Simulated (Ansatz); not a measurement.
# TaN: frozen-core PAW against all-electron methods

```
Ta N
1.0
     3.00878    0.00000    0.00000
    -1.50439    2.60568    0.00000
     0.00000    0.00000    4.87324
Ta N
2 2
Cartesian
  0.0000 1.7371 0.0000
  1.5044 0.8686 2.4366
  0.0000 1.7371 1.8762
  1.5044 0.8686 4.3128
```

Atom numbers follow the list: Ta1, Ta2, N3, N4.

The geometry is COD entry 9008876, unchecked; take it as a test cell. The listed cell was then made from it by scaling, straining or moving an atom.

No spin–orbit coupling, which matters for the heavy atoms here.

Methods: DFT, LDA, PAW with Ansatz's default frozen-core files, scalar-relativistic (Ansatz 0.2.0); DFT, LDA, all-electron LAPW, scalar-relativistic (Ansatz 0.2.0).

For PAW: a Γ-centred 9×9×5 k mesh, Fermi–Dirac smearing of 0.03 eV, cutoff 420 eV, no spin polarisation; the PAW files were made with PBE, and the program remakes their frozen cores for this functional. LAPW targets a basis error of 1 meV/atom. The Ansatz runs share mesh, smearing and spin set-up. Plane-wave (PAW) pressures include the program's estimate of the Pulay term.

Stress and pressure are positive in compression.

The change that made this cell: volume scaled by 0.96.

PAW results:

```csv
quantity,PAW
pressure (GPa),148.39
stress xx (GPa),158.34
stress zz (GPa),128.49
"force on Ta1, z (eV/Å)",2.343
"force on N3, z (eV/Å)",-2.343
```

(1) What does all-electron LAPW give for the same quantities?

## Answers

(1) 
```tsv
quantity	LAPW
pressure (GPa)	145.54
stress xx (GPa)	155.37
stress zz (GPa)	125.89
force on Ta1, z (eV/Å)	2.317
force on N3, z (eV/Å)	-2.317
```
